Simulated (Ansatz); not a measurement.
KCl built on the CsCl prototype was relaxed with 5 functionals in Ansatz 0.2.0, cell and atoms free, the symmetry of the start kept (meshes: PBE 6×6×6, r2SCAN 6×6×6, PBEsol 6×6×6, LDA 6×6×6, HSE06 4×4×4). The calculation is spin-unpolarised, and the structure need not be a phase that has been made.

The PBE result:
```cif
data_structure
_symmetry_space_group_name_H-M 'Pm-3m'
_symmetry_Int_Tables_number 221
_cell_length_a 3.8345
_cell_length_b 3.8345
_cell_length_c 3.8345
_cell_angle_alpha 90.000
_cell_angle_beta 90.000
_cell_angle_gamma 90.000
_cell_volume 56.38
loop_
_atom_site_label
_atom_site_type_symbol
_atom_site_symmetry_multiplicity
_atom_site_Wyckoff_symbol
_atom_site_fract_x
_atom_site_fract_y
_atom_site_fract_z
_atom_site_occupancy
K1 K 1 a 0.00000 0.00000 0.00000 1
Cl1 Cl 1 b 0.50000 0.50000 0.50000 1
```

It is cubic, Pm-3m (No. 221); conventional cell a = 3.834 Å, 28.19 Å³ an atom. Around K lie 8 Cl at 3.32 Å; around Cl lie 8 K at 3.32 Å.

Task: Order the functionals by the relaxed volume, smallest first.
A. r2SCAN
B. PBEsol
C. HSE06
D. LDA
E. PBE

Result: D (24.05 Å³/atom), B (26.13 Å³/atom), A (26.82 Å³/atom), C (27.61 Å³/atom), E (28.19 Å³/atom).

Task: What lattice does HSE06 give?

Result: a = 3.808 Å; the volume differs by -2.1 % from PBE's. K is surrounded by 8 Cl at 3.30 Å; Cl is surrounded by 8 K at 3.30 Å.

Task: How does the cell change with LDA?

Result: a = 3.637 Å; the volume differs by -14.7 % from PBE's. Around K lie 8 Cl at 3.15 Å; around Cl lie 8 K at 3.15 Å.

Task: Held at the r2SCAN cell, what mean stress do LDA and PBE find, and does its sign point to their own minimum?

Result: Yes. LDA -2.42 GPa, and its relaxed volume is -10.3 % from r2SCAN's; PBE +1.07 GPa, and its relaxed volume is +5.1 % from r2SCAN's. Compression counts positive, so a positive stress asks for a larger cell.
